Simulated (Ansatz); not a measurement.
# MoS2 (MoS2 and MoS2, 3R): the cost of one run

Computed with Ansatz 0.2.0 (DFT LDA, scalar-relativistic, plane waves, PAW, unless a step's input says otherwise).

## 1. The structure to begin with

Symmetry: P3m1, No. 156, trigonal system. The conventional cell has a = 3.155 Å, b = 3.155 Å, c = 28.000 Å, α = 90.00°, β = 90.00°, γ = 120.00°. Mo (site symmetry 3m) is surrounded by 6 S at 2.40 Å. Around S (site symmetry 3m) lie 3 Mo at 2.40 Å.

Structure file:

```xyz
6
Lattice="3.1550 0.0000 0.0000 -1.5775 2.7323 0.0000 0.0000 0.0000 28.0000" Properties=species:S:1:pos:R:3 pbc="T T T"
Mo    0.0000    1.8215   10.9250
S     1.5775    0.9108   12.4900
S     1.5775    0.9108    9.3600
Mo    1.5775    0.9108   17.0750
S     0.0000    0.0000   18.6400
S     0.0000    0.0000   15.5100
```

## 2. Relaxing the atoms: MoS2 (MoS2 and MoS2, 3R), no spin

Input file input.yaml:

```yaml
crystal:
  lattice:
    - [3.155, 0.0, 0.0]
    - [-1.5775, 2.7323101489, 0.0]
    - [0.0, 0.0, 28.0]
  atoms:
    - { symbol: Mo, position: [0.3333333333, 0.6666666667, 0.3901785714] }
    - { symbol: S, position: [0.6666666667, 0.3333333333, 0.4460714286] }
    - { symbol: S, position: [0.6666666667, 0.3333333333, 0.3342857143] }
    - { symbol: Mo, position: [0.6666666667, 0.3333333333, 0.6098214286] }
    - { symbol: S, position: [0.0, 0.0, 0.6657142857] }
    - { symbol: S, position: [0.0, 0.0, 0.5539285714] }
scf:
  occupations: { method: fixed }
output:
  forces: true
  stress: true
  eigenvalues: true
  write_density: true
  write_potential: true
  elf: true
  volumetric_format: npy
hamiltonian:
  xc: lda
basis:
  ecutwfc: 480
kpoints:
  mp_grid: { grid: [12, 12, 1] }
relax:
  f_tol: 0.0005
  max_steps: 60
```

Started as:

```
$ ansatz run input.yaml --threads 8 --pin off --max-ram 24576MiB --backend cpu --events-out ev --progress --plain --runs-dir out
```

Q: Estimate wall time and peak memory on 8 threads of Intel Xeon Platinum 8259CL at 2.50GHz (Skylake/Cascade Lake), shared host.

About 20 s, with a peak of 0.87 GiB.
